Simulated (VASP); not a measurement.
A run of VASP 6.6.1 is set up as follows.

The input INCAR:

```
SYSTEM = Au
PREC     = Accurate       ! precision mode
ENCUT    = 600            ! plane-wave cutoff, eV
EDIFF    = 1E-7           ! SCF threshold, eV
ISMEAR   = 1              ! smearing method
SIGMA    = 0.1            ! smearing width, eV
LREAL    = .FALSE.        ! projectors in reciprocal space
LASPH    = .TRUE.         ! aspherical terms in the spheres
NELM     = 80             ! most SCF steps
ALGO     = Normal         ! electronic algorithm
ISIF     = 3              ! what is computed and relaxed
LWAVE    = .FALSE.        ! write WAVECAR
LCHARG   = .FALSE.        ! write CHGCAR
IBRION   = 2              ! ionic algorithm
NSW      = 90             ! ionic steps
EDIFFG   = -0.005         ! ionic threshold
```

The input KPOINTS:

```
regular mesh
0
G
  16 16 16
  0 0 0
```

POSCAR

```
Au                                      
1.0
    0.0000000000      2.0262129848      2.0262129848
    2.0262129848      0.0000000000      2.0262129848
    2.0262129848      2.0262129848      0.0000000000
  Au            
     1
Direct
     0.0000000000000000    0.0000000000000000    0.0000000000000000
```

Potentials or basis: VASP PAW LDA potentials, release 64 (Au).

Launch:

```console
$ cat potpaw_LDA.64/Au/POTCAR > POTCAR
$ mpirun -np 1 vasp_std > vasp.out
```

Task: Estimate the band gap on the k mesh.

Result: None (metal or under the smearing width).

Final structure:
```
Au
1.0
     0.00000    2.02621    2.02621
     2.02621    0.00000    2.02621
     2.02621    2.02621    0.00000
Au
1
Direct
  0.00000 0.00000 0.00000
```

Caveat: the relaxation stopped at its first step, so nothing moved. Spin-orbit coupling is left out, which matters for the levels of Au.
